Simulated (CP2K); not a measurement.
# Au (Pm-3m) in CP2K: reference runs

Reference runs on Au: the cell as given and a disturbed copy.

Everything below comes from runs of CP2K 2026.2. Logs are shortened: lines on timing, memory, paths and dates and some standing lists are left out, and cuts for length are marked.

**1. Starting point**

It takes space group Pm-3m (No. 221, cubic). Conventional cell: a = 2.748 Å, b = 2.748 Å, c = 2.748 Å, α = 90.00°, β = 90.00°, γ = 90.00°. Around Au (site symmetry m-3m) lie 6 Au at 2.75 Å.

The cell was built by a generator and needn't be a form met in nature.

**2. Single point, PBE**

Contents of au_scf.inp:

```
&GLOBAL
  PROJECT au_scf
  RUN_TYPE ENERGY_FORCE
  PRINT_LEVEL LOW
&END GLOBAL
&FORCE_EVAL
  METHOD QS
  STRESS_TENSOR ANALYTICAL
  &DFT
    BASIS_SET_FILE_NAME BASIS_MOLOPT_UZH
    POTENTIAL_FILE_NAME POTENTIAL_UZH
    &MGRID
      CUTOFF 500
      REL_CUTOFF 60
      NGRIDS 4
    &END MGRID
    &QS
      METHOD GPW
      EPS_DEFAULT 1.0E-10
    &END QS
    &KPOINTS
      SCHEME MONKHORST-PACK 10 10 10
      GAMMA_CENTERED T
      SYMMETRY T
      SYMMETRY_BACKEND SPGLIB
    &END KPOINTS
    &SCF
      SCF_GUESS ATOMIC
      EPS_SCF 1.0E-6
      MAX_SCF 100
      ADDED_MOS 11
      CHOLESKY OFF
      EPS_EIGVAL 1.0E-7
      &DIAGONALIZATION ON
        ALGORITHM STANDARD
      &END DIAGONALIZATION
      &MIXING ON
        METHOD BROYDEN_MIXING
        ALPHA 0.4
        BETA 1.5
        NBUFFER 8
      &END MIXING
      &SMEAR ON
        METHOD FERMI_DIRAC
        ELECTRONIC_TEMPERATURE [K] 580.226
      &END SMEAR
    &END SCF
    &XC
      &XC_FUNCTIONAL
        &GGA_X_PBE
        &END GGA_X_PBE
        &GGA_C_PBE
        &END GGA_C_PBE
      &END XC_FUNCTIONAL
    &END XC
    &PRINT
      &KPOINTS ON
      &END KPOINTS
      &MULLIKEN ON
      &END MULLIKEN
      &MO ON
        ENERGIES T
        OCCUPATION_NUMBERS T
        &EACH
          QS_SCF 0
        &END EACH
        ADD_LAST NUMERIC
      &END MO
      &LOWDIN ON
      &END LOWDIN
      &HIRSHFELD ON
        SHAPE_FUNCTION DENSITY
      &END HIRSHFELD
      &E_DENSITY_CUBE ON
        STRIDE 2
      &END E_DENSITY_CUBE
      &V_HARTREE_CUBE ON
        STRIDE 2
      &END V_HARTREE_CUBE
      &ELF_CUBE ON
        STRIDE 2
      &END ELF_CUBE
    &END PRINT
  &END DFT
  &SUBSYS
    &CELL
      ABC 2.7484100000 2.7484100000 2.7484100000
      ALPHA_BETA_GAMMA 90.0000000000 90.0000000000 90.0000000000
      PERIODIC XYZ
    &END CELL
    &COORD
      Au  1.3742050000 1.3742050000 1.3742050000
    &END COORD
    &KIND Au
      BASIS_SET TZVP-MOLOPT-PBE-GTH-q11
      POTENTIAL GTH-PBE-q11
    &END KIND
    &PRINT
      &ATOMIC_COORDINATES ON
      &END ATOMIC_COORDINATES
      &CELL ON
      &END CELL
    &END PRINT
  &END SUBSYS
  &PRINT
    &FORCES ON
    &END FORCES
    &STRESS_TENSOR ON
    &END STRESS_TENSOR
  &END PRINT
&END FORCE_EVAL
```

Potentials or basis: POTENTIAL_UZH Au GTH-PBE-q11; TZVP-MOLOPT-PBE-GTH basis.

Command:

```
OMP_NUM_THREADS=1 cp2k.psmp -i au_scf.inp -o au_scf.out
```

au_scf.out:

```text

 CP2K| version string:                                       CP2K version 2026.2
 CP2K| Input file name                                                au_scf.inp

 GLOBAL| Force Environment number                                              1
 GLOBAL| Basis set file name                                    BASIS_MOLOPT_UZH
 GLOBAL| Potential file name                                       POTENTIAL_UZH
 GLOBAL| MM Potential file name                                     MM_POTENTIAL
 GLOBAL| Coordinate file name                                      __STD_INPUT__
 GLOBAL| Method name                                                        CP2K
 GLOBAL| Project name                                                     au_scf
 GLOBAL| Run type                                                   ENERGY_FORCE
 GLOBAL| FFT library                                                       FFTW3
[... 6 lines left out ...]
 GLOBAL| Total number of message passing processes                             1
 GLOBAL| Number of threads for this process                                    1
 GLOBAL| CPU model name                                                  UNKNOWN

 CELL| Volume [angstrom^3]:                                            20.760823
 CELL| Vector a [angstrom]:       2.748     0.000     0.000   |a| =     2.748410
 CELL| Vector b [angstrom]:       0.000     2.748     0.000   |b| =     2.748410
 CELL| Vector c [angstrom]:       0.000     0.000     2.748   |c| =     2.748410
 CELL| Angle (b,c), alpha [degree]:                                    90.000000
 CELL| Angle (a,c), beta  [degree]:                                    90.000000
 CELL| Angle (a,b), gamma [degree]:                                    90.000000
 CELL| Numerically orthorhombic:                                             YES
 CELL| Periodicity                                                           XYZ

 CELL_REF| Volume [angstrom^3]:                                        20.760823
 CELL_REF| Vector a [angstrom     2.748     0.000     0.000   |a| =     2.748410
 CELL_REF| Vector b [angstrom     0.000     2.748     0.000   |b| =     2.748410
 CELL_REF| Vector c [angstrom     0.000     0.000     2.748   |c| =     2.748410
 CELL_REF| Angle (b,c), alpha [degree]:                                90.000000
 CELL_REF| Angle (a,c), beta  [degree]:                                90.000000
 CELL_REF| Angle (a,b), gamma [degree]:                                90.000000
 CELL_REF| Numerically orthorhombic:                                         YES
 CELL_REF| Periodicity                                                       XYZ

[... 8 lines left out ...]
 TOTAL NUMBERS AND MAXIMUM NUMBERS

  Total number of            - Atomic kinds:                                   1
                             - Atoms:                                          1
                             - Shell sets:                                     1
                             - Shells:                                        10
                             - Primitive Cartesian functions:                  6
                             - Cartesian basis functions:                     40
                             - Spherical basis functions:                     34

  Maximum angular momentum of- Orbital basis functions:                        3
                             - Local part of the GTH pseudopotential:          0
                             - Non-local part of the GTH pseudopotential:      4

 MODULE QUICKSTEP: ATOMIC COORDINATES IN ANGSTROM

   Atom Kind Element         X             Y             Z       Z(eff)     Mass
      1    1 Au   79      1.374205      1.374205      1.374205  11.0000 196.9666

 SCF PARAMETERS         Density guess:                                    ATOMIC
[... 9 lines left out ...]
                        --------------------------------------------------------
                        level_shift [a.u.]:                             0.000000
                        added MOs                                        11    0
                        --------------------------------------------------------
                        Mixing method:                            BROYDEN_MIXING
                                                charge density mixing in g-space
                        --------------------------------------------------------
                        Smear method:                                FERMI_DIRAC
                        Electronic temperature [K]:                        580.2
                        Electronic temperature [a.u.]:                  1.84E-03
                        Accuracy threshold:                             1.00E-10
                        --------------------------------------------------------
                        No outer SCF

 *******************************************************************************
                                    Kpoints
 *******************************************************************************
 BRILLOUIN| K-point scheme                                        Monkhorst-Pack
 BRILLOUIN| K-Point grid                                            10   10   10
 BRILLOUIN| Gamma-centered k-point mesh                                     ON
 BRILLOUIN| K-point symmetry accuracy                               0.100000E-05
 BRILLOUIN| K-Point point group symmetrization                                ON
 BRILLOUIN| Symmetry backend                                             SPGLIB
 BRILLOUIN| Symmetry reduction method                                    SPGLIB
 BRILLOUIN| Wavefunction type                                            COMPLEX
 BRILLOUIN| List of Kpoints [2 Pi/Bohr]                                       56
 BRILLOUIN| Number           Weight            X              Y              Z
 BRILLOUIN|     1           0.00800       -0.40000       -0.40000       -0.40000
 BRILLOUIN|     2           0.02400       -0.40000       -0.40000       -0.30000
 BRILLOUIN|     3           0.02400       -0.40000       -0.40000       -0.20000
 BRILLOUIN|     4           0.02400       -0.40000       -0.40000       -0.10000
 BRILLOUIN|     5           0.01200       -0.40000       -0.40000        0.00000
 BRILLOUIN|     6           0.01200       -0.40000       -0.40000        0.50000
[... 32 lines left out ...]
 BRILLOUIN|    39           0.01200       -0.20000       -0.20000        0.00000
 BRILLOUIN|    40           0.01200       -0.20000       -0.20000        0.50000
 [... further k-points ...]
 *******************************************************************************

 Extrapolation method: initial_guess

 Number of electrons:                                                         11
 Number of occupied orbitals:                                                  6
 Number of molecular orbitals:                                                17

 Number of orbital functions:                                                 34
 Number of independent orbital functions:                                     34

 SCF WAVEFUNCTION OPTIMIZATION

  Step     Update method      Time    Convergence         Total energy    Change
  ------------------------------------------------------------------------------
     1 NoMix/Diag. 0.40E+00    8.8     0.27126270       -33.1316117816 -3.31E+01
     2 Broy./Diag. 0.40E+00    5.9     0.11252779       -34.0174707913 -8.86E-01
     3 Broy./Diag. 0.40E+00    6.0     0.10726031       -33.4874554106  5.30E-01
     4 Broy./Diag. 0.40E+00    5.9     0.01237734       -33.1410728374  3.46E-01
     5 Broy./Diag. 0.40E+00    5.9     0.00288654       -33.1480551602 -6.98E-03
     6 Broy./Diag. 0.40E+00    6.0     0.00443573       -33.1317533687  1.63E-02
     7 Broy./Diag. 0.40E+00    5.9     0.00055258       -33.1291667675  2.59E-03
     8 Broy./Diag. 0.40E+00    5.3     0.00041808       -33.1327164894 -3.55E-03
     9 Broy./Diag. 0.40E+00    5.2     0.00016939       -33.1324477924  2.69E-04
    10 Broy./Diag. 0.40E+00    5.2     0.00003616       -33.1319445728  5.03E-04
    11 Broy./Diag. 0.40E+00    5.2     0.00001582       -33.1319805569 -3.60E-05
    12 Broy./Diag. 0.40E+00    5.1     0.00000037       -33.1320188512 -3.83E-05

  *** SCF run converged in    12 steps ***

  Electronic density on regular grids:        -11.0000000000        0.0000000000
  Core density on regular grids:               10.9999999983       -0.0000000017
  Total charge density on r-space grids:       -0.0000000017
  Total charge density g-space grids:          -0.0000000017

  Overlap energy of the core charge distribution:               0.00000003525414
  Self energy of the core charge distribution:                -57.78919572466929
  Core Hamiltonian energy:                                     18.37368812242650
  Hartree energy:                                              11.50592629824524
  Exchange-correlation energy:                                 -5.22231375601819
  Electronic entropic energy:                                  -0.00012382691375
  Fermi energy:                                                 0.26307048325625

  Total energy:                                               -33.13201885119842
  Total energy (extrapolated to T->0):                        -33.13195693774154

 MO| EIGENVALUES AND OCCUPATION NUMBERS FOR K POINT 1
 MO|
 MO|  Index      Eigenvalue [a.u.]        Eigenvalue [eV]             Occupation
 MO|      1               0.083463               2.271134               2.000000
 MO|      2               0.091666               2.494354               2.000000
 MO|      3               0.091666               2.494354               2.000000
 MO|      4               0.223988               6.095013               2.000000
 MO|      5               0.223988               6.095013               2.000000
 MO|      6               0.430781              11.722146               0.000000
[... 298 lines left out ...]
 MO|      6               0.234922               6.392547               2.000000
[... 9 lines left out ...]
 MO|     16               1.638493              44.585675               0.000000
 MO|     17               1.693373              46.079029               0.000000
 MO| Sum:                                                              12.000000
 MO| E(Fermi):            0.263070 a.u.          7.158512 eV

 [... the levels of further k-points ...]

 The electron density is written in Cube    file format to the file:

 au_scf-ELECTRON_DENSITY-1_0.cube

 !-----------------------------------------------------------------------------!
                     Mulliken Population Analysis

 #  Atom  Element  Kind  Atomic population                           Net charge
       1     Au       1         11.000000                              0.000000
 # Total charge                             11.000000                  0.000000

 !-----------------------------------------------------------------------------!

 !-----------------------------------------------------------------------------!
                           Hirshfeld Charges

  #Atom  Element  Kind  Ref Charge     Population                    Net charge
      1       Au     1      11.000         11.000                        -0.000

  Total Charge                                                           -0.000
 !-----------------------------------------------------------------------------!

 LOWDIN POPULATION ANALYSIS

 #  Atom  Element  Kind  Atomic population                           Net charge
       1     Au       1         11.000000                              0.000000
 # Total charge                             11.000000                  0.000000

               ----- ELF is computed on the real space grid -----

 ELF is written in Cube    file format to the file:

 au_scf-ELF_S1-1_0.cube

 ENERGY| Total FORCE_EVAL ( QS ) energy [hartree]            -33.132021399934409

 FORCES| Atomic forces [hartree/bohr]
 FORCES|   Atom     x               y               z               |f|
 FORCES|      1  3.85526339E-11  3.85508223E-11  3.85486177E-11   6.67717561E-11
 FORCES| Sum     3.85526339E-11  3.85508223E-11  3.85486177E-11
 FORCES| Total atomic force                                       6.67717561E-11

 STRESS| Analytical stress tensor [bar]
 STRESS|                        x                   y                   z
 STRESS|      x        3.78213979380E+04  -4.39937111039E-05  -4.77552098085E-05
 STRESS|      y       -4.39937111039E-05   3.78214288762E+04  -4.02107838085E-05
 STRESS|      z       -4.77552098085E-05  -4.02107838085E-05   3.78213076144E+04
 STRESS| 1/3 Trace                                             3.78213781429E+04
 STRESS| Determinant                                           5.41018416733E+13

 STRESS| Eigenvectors and eigenvalues of the analytical stress tensor [bar]
 STRESS|                        1                   2                   3
 STRESS| Eigenvalues   3.78213076144E+04   3.78213979379E+04   3.78214288763E+04
 STRESS|      x           0.000528874102      0.999998848883     -0.001422155153
 STRESS|      y           0.000331794767      0.001421979796      0.999998933942
 STRESS|      z           0.999999805102     -0.000529345402     -0.000331042336
```

Wall time 89 s (1 thread of Arm Neoverse V1, shared host); peak memory 0.29 GiB.

What came out:

```yaml
Free_energy: -901.5682 eV
Pressure: 3.8 GPa
Band_gap_on_the_k_mesh: none (metal or under the smearing width)
```

Caveat: the basis of atomic orbitals isn't converged, which shifts pressures, moduli and gaps. Spin-orbit coupling is left out, which matters for the levels of Au.

(Continued in part 2 of 2.)
